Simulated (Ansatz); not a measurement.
An Ansatz (a quantum-chemistry and plane-wave program) run: ZnTe with a change (pressure 9 GPa); PBE/PAW in Ansatz, spin-orbit coupling left out.

Input:

Ansatz 0.2 input:
```yaml
crystal:
  lattice:
    - [0, 3.0078834183, 3.0078834183]
    - [3.0078834183, 0, 3.0078834183]
    - [3.0078834183, 3.0078834183, 0]
  atoms:
    - { symbol: Te, position: [0.75, 0.75, 0.75] }
    - { symbol: Zn, position: [0, 0, 0] }
basis: { ecutwfc: 420, ecutrho_ratio: 4, xc_grid: 2, fft_grid_basis: typed }
kpoints: { mp_grid: { grid: [9, 9, 9] } }
hamiltonian:
  xc: pbe
  dispersion: none
  pseudopotentials: { kind: paw }
scf: { occupations: { method: fermi_dirac, width: 0.05 } }
relax: { f_tol: 0.01, max_steps: 60, cell: { stress_tol: 0.02, p_target: 9.0 } }
output: { forces: true, stress: true }
checkpoint: { write: state.ck, write_every: 1000 }
```

Output (explanatory and most iteration lines left out):

```
Relaxation: its limit of steps is 60 (relax.max_steps)
Pseudopotential: Te, paw, valence charge 16
Pseudopotential: Zn, paw, valence charge 12
Crystal: 2 atoms, lattice volume = 54.427 Å³
Basis set: ecut = 420 eV, 1067 PW (Γ), exchange–correlation on 60×60×60 points (8 copies of the dense FFT grid, shifted against one another)
Bands: 18, of which v1, the nominal top of the filled ones, is band 14 counted from 1 (13 counted from 0)
Symmetry: 24 space group operations
Space group: F-43m (ITA 216), of the structure as read, at distance tolerance 3.8e-5 Å
k-points: 35 of 729 (time reversal used)
Functional: x = pbe(κ = 0.804, μ = 0.2195149727645171), c = pbe(β = 0.06672455060314922)
SCF iter   1: F=—  HF=-10299.870627 eV  |F-HF|=—  |Δ(HF+E_count)|=         —  Δρ=8.75e-4  dr2=6.55e-4  ethr=1.77e-3  ⟨swp⟩=5.8  Hψ=3437  notcnv=0
SCF iter   2: F=—  HF=-10299.870028 eV  |F-HF|=—  |Δ(HF+E_count)|=   5.99e-4  Δρ=4.91e-4  dr2=1.11e-4  ethr=2.34e-6  ⟨swp⟩=2.1  Hψ=1421  notcnv=0
SCF 1 converged in 6 iterations: F = -10299.870061 eV  dr2 = 4.80e-8
relax step   1: F+E_penalty+E_count = -10299.87006095 eV  Δ(F+E_penalty+E_count) = +0.000e0 eV  max|allowed force component| = 1.185e-16 eV/Å  Δτ_max = 0.0000 Å  P = +4.196 GPa  Ω = 54.427 Å³  (6 SCF iters, dr2 threshold 1.00e-7 eV, accepted)
[... steps on the carried basis left out ...]
relax step   7: F+E_penalty+E_count = -10299.72753417 eV  Δ(F+E_penalty+E_count) = +1.645e-5 eV  max|allowed force component| = 2.718e-17 eV/Å  Δτ_max = 0.0000 Å  P = +8.999 GPa  Ω = 50.891 Å³  stress off target by 5.14e-4 GPa  SCF on the basis re-selected at this cell (its energy is not comparable with the rows above)  (5 SCF iters)
SCF converged after 5 iterations
Free energy (F): -10299.727534 eV
Internal energy: -10299.727534 eV  (E = F + TS)
E sigma→0 (E₀):  -10299.727534 eV
Fermi energy:    9.513851 eV
--- Forces (eV/Å), atoms counted from 1 ---
  atom   1  Te     0.00000000    -0.00000000    -0.00000000
  atom   2  Zn    -0.00000000    -0.00000000    -0.00000000
--- Stress (GPa, compression-positive) ---
        8.999486      -0.000000      -0.000000
       -0.000000       8.999486      -0.000000
       -0.000000      -0.000000       8.999486
  P = ⅓ Tr σ = 8.9995 GPa (89.995 kbar)
--- Relaxed structure (5 steps of the walk, 5 accepted, 2 SCFs on fresh bases) ---
  cell:  # Å, volume = 50.8914 Å³
    - [-1.9769220195771875e-32, 2.941292472932975, 2.941292472932975]
    - [2.941292472932975, -3.839281854196515e-32, 2.941292472932975]
    - [2.941292472932975, 2.941292472932975, 5.8342145532570316e-33]
  atoms:
    - { symbol: Te, position: [0.7499999999999999, 0.7499999999999999, 0.7499999999999999] }
    - { symbol: Zn, position: [2.6678919976722026e-33, -3.436244893001797e-33, -2.3264018219701606e-33] }
```

With Te present, leaving out spin-orbit coupling can change the band edges. Load acts through the strain it causes; cell and atoms are relaxed under it. No phonon test of stability was made. Tetrahedral semiconductors of this kind turn to denser phases somewhere between about 1 and 50 GPa; those were not computed, so compressed cells here can lie past the real transition. The cell was made from ZnTe in the zinc blende structure (space group F-43m, No. 216) by this change: pressure 9 GPa.
